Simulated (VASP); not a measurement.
# AlN (Cmcm) in VASP: further runs, part 2 of 3

VASP 6.6.1. Earlier steps stand in the parts before.

## Step 3: Single point, LDA (strain -0.0150 x Voigt [1, 0, 0, 0, 0, 0], atoms carried along)

File INCAR:

```
SYSTEM = AlN
PREC     = Accurate       ! precision mode
ENCUT    = 520            ! plane-wave cutoff, eV
EDIFF    = 1E-6           ! SCF threshold, eV
ISMEAR   = 0              ! smearing method
SIGMA    = 0.05           ! smearing width, eV
LREAL    = .FALSE.        ! projectors in reciprocal space
LASPH    = .TRUE.         ! aspherical terms in the spheres
NELM     = 80             ! most SCF steps
ALGO     = Normal         ! electronic algorithm
ISIF     = 2              ! what is computed and relaxed
LWAVE    = .FALSE.        ! write WAVECAR
LCHARG   = .TRUE.         ! write CHGCAR
LELF     = .TRUE.         ! ELF
LVHAR    = .TRUE.       
NBANDS   = 16             ! bands
```

File KPOINTS:

```
Automatic mesh
0
G
  9 9 6
  0 0 0
```

File POSCAR:

```
AlN
1.0
    3.2624340057      0.0000000000      0.0000000000
   -1.6312170028      2.8683763727      0.0000000000
    0.0000000000      0.0000000000      4.1875630000
Al N
2 2
Direct
    0.3333333333      0.6666666667      0.7500000000
    0.6666666667      0.3333333333      0.2500000000
    0.3333333333      0.6666666667      0.2500000000
    0.6666666667      0.3333333333      0.7500000000
```

Potentials or basis: VASP PAW LDA potentials, release 64 (Al, N).

Command:

```
$ cat potpaw_LDA.64/Al/POTCAR potpaw_LDA.64/N/POTCAR > POTCAR
$ mpirun -np 1 vasp_std > vasp.out
```

OUTCAR:

```text
SYSTEM = AlN
   PREC = Accurate
   ENCUT = 520
   EDIFF = 1E-6
   ISMEAR = 0
   LREAL = .FALSE.
   LASPH = .TRUE.
   NELM = 80
   ISIF = 2

 ion  position               nearest neighbor table
   1  0.333  0.667  0.750-   4 1.89   4 1.89   4 1.91   3 2.09   3 2.09   2 2.82   2 2.82   2 2.82
                             2 2.82   2 2.84   2 2.84
   2  0.667  0.333  0.250-   3 1.89   3 1.89   3 1.91   4 2.09   4 2.09   1 2.82   1 2.82   1 2.82
                             1 2.82   1 2.84   1 2.84
   3  0.333  0.667  0.250-   2 1.89   2 1.89   2 1.91   1 2.09   1 2.09
   4  0.667  0.333  0.750-   1 1.89   1 1.89   1 1.91   2 2.09   2 2.09

  LATTYP: Found a base centered orthorhombic cell.
 ALAT       =     3.2624340057
 B/A-ratio  =     1.7584272158
 C/A-ratio  =     1.2835701788

  Lattice vectors:

 A1 = (   1.6312170028,  -2.8683763727,   0.0000000000)
 A2 = (   1.6312170029,   2.8683763727,   0.0000000000)
 A3 = (   0.0000000000,   0.0000000000,   4.1875630000)

Analysis of symmetry for initial positions (statically):
=====================================================================
 Subroutine PRICEL returns:
 Original cell was already a primitive cell.

 Routine SETGRP: Setting up the symmetry group for a
 base centered orthorhombic supercell.

 Subroutine GETGRP returns: Found  8 space group operations
 (whereof  4 operations were pure point group operations)
 out of a pool of  8 trial point group operations.

The static configuration has the point symmetry C_2h.
 The point group associated with its full space group is D_2h.

Analysis of symmetry for dynamics (positions and initial velocities):
=====================================================================
 Subroutine PRICEL returns:
 Original cell was already a primitive cell.

 Routine SETGRP: Setting up the symmetry group for a
 base centered orthorhombic supercell.

 Subroutine GETGRP returns: Found  8 space group operations
 (whereof  4 operations were pure point group operations)
 out of a pool of  8 trial point group operations.

The dynamic configuration has the point symmetry C_2h.
 The point group associated with its full space group is D_2h.

 Subroutine INISYM returns: Found  8 space group operations
 (whereof  4 operations are pure point group operations),
 and found     1 'primitive' translations

----------------------------------------------------------------------------------------

                                     Primitive cell

  volume of cell :      39.1867

  direct lattice vectors                    reciprocal lattice vectors
     3.262434006  0.000000000  0.000000000     0.306519610  0.174314642  0.000000000
    -1.631217003  2.868376373  0.000000000     0.000000000  0.348629284  0.000000000
     0.000000000  0.000000000  4.187563000     0.000000000  0.000000000  0.238802377

  length of vectors
     3.262434006  3.299765435  4.187563000     0.352618584  0.348629284  0.238802377

  position of ions in fractional coordinates (direct lattice)
     0.333333333  0.666666667  0.750000000
     0.666666667  0.333333333  0.250000000
     0.333333333  0.666666667  0.250000000
     0.666666667  0.333333333  0.750000000

  ion indices of the primitive-cell ions
   primitive index   ion index
                 1           1
                 2           2
                 3           3
                 4           4

----------------------------------------------------------------------------------------
[... 50 lines left out ...]
  0.000000  0.444444  0.000000      2.000000
 [... further k-points ...]
   k-points           NKPTS =    100   k-points in BZ     NKDIM =    100   number of bands    NBANDS=     16
   number of dos      NEDOS =    301   number of ions     NIONS =      4
   total plane-waves  NPLWV =  21504
   dimension x,y,z NGX =    24 NGY =   28 NGZ =   32
   dimension x,y,z NGXF=    48 NGYF=   56 NGZF=   64
   ions per type =               2   2
   NGX,Y,Z   is equivalent  to a cutoff of  12.23, 14.11, 12.70 a.u.
   NGXF,Y,Z  is equivalent  to a cutoff of  24.46, 28.21, 25.41 a.u.
 SYSTEM =  AlN
   PREC   = accura    normal or accurate (medium, high low for compatibility)
   ISTART =      0    job   : 0-new  1-cont  2-samecut
   ICHARG =      2    charge: 1-file 2-atom 10-const
   ISPIN  =      1    spin polarized calculation?
   LNONCOLLINEAR =      F non collinear calculations
   LSORBIT =      F    spin-orbit coupling
   LASPH  =      T    aspherical Exc in radial PAW
   ENCUT  =  520.0 eV  38.22 Ry    6.18 a.u.   6.07  6.14  7.79*2*pi/ulx,y,z
   NELM   =     80;   NELMIN=  2; NELMDL= -5     # of ELM steps
   EDIFF  = 0.1E-05   stopping-criterion for ELM
   LREAL  =      F    real-space projection
   EDIFFG = 0.1E-04   stopping-criterion for IOM
   NSW    =      0    number of steps for IOM
   IBRION =     -1    ionic relax: 0-MD 1-quasi-New 2-CG
   NFREE  =      0    steps in history (QN), initial steepest desc. (CG)
   ISIF   =      2    stress and relaxation
   ISYM   =      2    0-nonsym 1-usesym 2-fastsym
   POTIM  = 0.5000    time-step for ionic-motion
   TEBEG  =    0.0;   TEEND  =   0.0 temperature during run
   PSTRESS=    0.0 pullay stress
   NELECT =      16.0000    total number of electrons
   NUPDOWN=      -1.0000    fix difference up-down
   EMIN   =  10.00;   EMAX   =-10.00  energy-range for DOS
   EFERMI =   0.00;   METHOD = LEGACY
   ISMEAR =     0;   SIGMA  =   0.05  broadening in eV -4-tet -1-fermi 0-gaus
   EFERMI_NEDOS =   21; number of points for ismear=-14 and -15
   IALGO  =     38    algorithm
   IMIX   =      4    mixing-type and parameters
     AMIX     =   0.40;   BMIX     =  1.00
     AMIX_MAG =   1.60;   BMIX_MAG =  1.00
  volume/ion in A,a.u.               =       9.80        66.11
  Fermi-wavevector in a.u.,A,eV,Ry     =   1.214512  2.295095 20.069124  1.475039
  Thomas-Fermi vector in A             =   2.349929
   LORBIT       =      0    0 simple, 1 ext, 2 COOP (PROOUT), +10 PAW based schemes
   GGA     = CA    functional components
   LHFCALC =     F    Hartree Fock is set to
   AEXX    =    0.0000 exact exchange contribution
   IVDW    =     0    specifies the selected vdW correction
   LEPSILON=     F    determine dielectric tensor
   LRPA    =     F    only Hartree local field effects (RPA)
 non-spin polarized calculation
 Gauss-broadening in eV      SIGMA  =   0.05
  energy-cutoff  :      520.00
  volume of cell :       39.19
 maximum number of plane-waves:      1072
   NGX = 13   NGY = 13   NGZ = 15

 number of electron      16.0000000 magnetization

 Free energy of the ion-electron system (eV)
  ---------------------------------------------------
  ext. energy  EPLUGINS =         0.00000000
  ---------------------------------------------------
  free energy    TOTEN  =       -32.45948166 eV

  energy without entropy =      -32.45948166  energy(sigma->0) =      -32.45948166

 E-fermi :   8.1209     XC(G=0): -11.5557

 val. band max:        7.8863713231   @ k =   0.0000   0.0000   0.0000
 cond. band min:      11.2635687002   @ k =   0.0000   0.0000   0.0000
 fundamental gap:      3.3771973772
 Fermi energy:         8.1208722781

 k-point     1 :       0.0000    0.0000    0.0000
  band No.  band energies     occupation
      1      -8.8837      2.00000
      2      -5.1217      2.00000
      3       0.8484      2.00000
      4       4.5335      2.00000
      5       4.5986      2.00000
      6       6.1734      2.00000
[... 433 lines left out ...]
      3       1.3125      2.00000
      4       2.8400      2.00000
      5       3.4475      2.00000
      6       3.5239      2.00000
[... 8 lines left out ...]
     15      20.7693      0.00000
     16      20.9225      0.00000

 [... further k-points ...]

------------------------ aborting loop because EDIFF is reached ----------------------------------------

  FORCE on cell =-STRESS in cart. coord.  units (eV):
  Direction    XX          YY          ZZ          XY          YZ          ZX
  --------------------------------------------------------------------------------------
  -------------------------------------------------------------------------------------
  Total       -0.3529048     -1.6314882     -1.6356600     -0.0000000      0.0000000      0.0000000
  in kB      -14.4287562    -66.7045249    -66.8750897     -0.0000000      0.0000000      0.0000000
  external PRESSURE =     -49.3361236 kB  Pullay stress =       0.0000000 kB

 VOLUME and BASIS-vectors are now :
 -----------------------------------------------------------------------------
  energy-cutoff  :      520.00
  volume of cell :       39.19
      direct lattice vectors                 reciprocal lattice vectors
     3.262434006  0.000000000  0.000000000     0.306519610  0.174314642  0.000000000
    -1.631217003  2.868376373  0.000000000     0.000000000  0.348629284  0.000000000
     0.000000000  0.000000000  4.187563000     0.000000000  0.000000000  0.238802377

 POSITION                                       TOTAL-FORCE (eV/Angst)
 -----------------------------------------------------------------------------------
     -0.00000      1.91225      3.14067         0.000000      0.165608      0.000000
      1.63122      0.95613      1.04689        -0.000000     -0.165608      0.000000
     -0.00000      1.91225      1.04689         0.000000      0.203923      0.000000
      1.63122      0.95613      3.14067        -0.000000     -0.203923     -0.000000
 -----------------------------------------------------------------------------------
    total drift:                               -0.000000      0.000000      0.000000

  FREE ENERGIE OF THE ION-ELECTRON SYSTEM (eV)
  ---------------------------------------------------
  free  energy   TOTEN  =       -32.4594816551 eV

  energy  without entropy=      -32.4594816551  energy(sigma->0) =      -32.45948166
```

It took 21 s on 1 thread of Intel Xeon Platinum 8488C (Sapphire Rapids), shared host; peak memory 0.16 GiB.

What came out:

```
Free energy            : -32.4595 eV
Pressure               : -4.9 GPa
Largest force          : 0.204 eV/Å
Band gap on the k mesh : 3.38 eV, direct
```

Forces on the atoms (eV/Å):
```
Al   0.000  0.166  0.000
Al   0.000 -0.166  0.000
N    0.000  0.204  0.000
N    0.000 -0.204  0.000
```

Stress tensor (GPa, compression positive):
```
-1.44  0.00  0.00
 0.00 -6.67  0.00
 0.00  0.00 -6.69
```

Caveat: an odd mesh through Γ misses points on the zone boundary, where band edges often lie.

[end of part 2 of 3]
